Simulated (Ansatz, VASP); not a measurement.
## One calculation of C, two programs

```
C
1.0
     2.35134    0.00000    0.00000
    -1.17567    2.13607    0.00000
     0.00000    0.00000    8.56531
C
4
Direct
  0.00000 0.00000 0.00250
  0.00000 0.00000 0.50250
  0.33333 0.66667 0.00250
  0.66667 0.33333 0.50250
```

Change from the starting cell: mode 4 frozen in at +0.000 Å, normal strain along x -0.0467.

Alike in both runs: task single point; functional PBE; k mesh 18 × 18 × 6; occupations gaussian, width 0.15 eV; no spin polarisation.

|  | VASP | Ansatz |
| --- | --- | --- |
| version | VASP 6.6.1 | Ansatz 0.2.0 |
| potentials or method | VASP PAW PBE potentials, release 64 (C) | scalar-relativistic, plane waves, PAW |
| plane-wave cutoff (eV) | 520 | 520 |
| valence electrons in the cell | 16 | 16 |

Ansatz gave:

| Item | Value |
| --- | --- |
| gap on the k mesh at the Fermi level (eV) | 0.54 |
| least direct gap on the mesh (eV) | 0.54 |
| pressure (GPa) | 17.6 |
| largest component of the traceless stress (GPa) | 27.68 |
| rms of the force components (eV/Å) | 0.432 |

Q: What did VASP give for the same quantities?

A: gap on the k mesh at the Fermi level (eV): 0.54; least direct gap on the mesh (eV): 0.54; pressure (GPa): 18.0; largest component of the traceless stress (GPa): 27.95; rms of the force components (eV/Å): 0.436.

Atom by atom the forces differ by 0.004 eV/Å (rms over components).

Caveats: so large a pressure means that the cell lies far from this level's equilibrium, or that cutoff or potentials fall short (VASP); this functional lacks dispersion, which binds the layers, so the pressure and a relaxed spacing across them are unreliable.
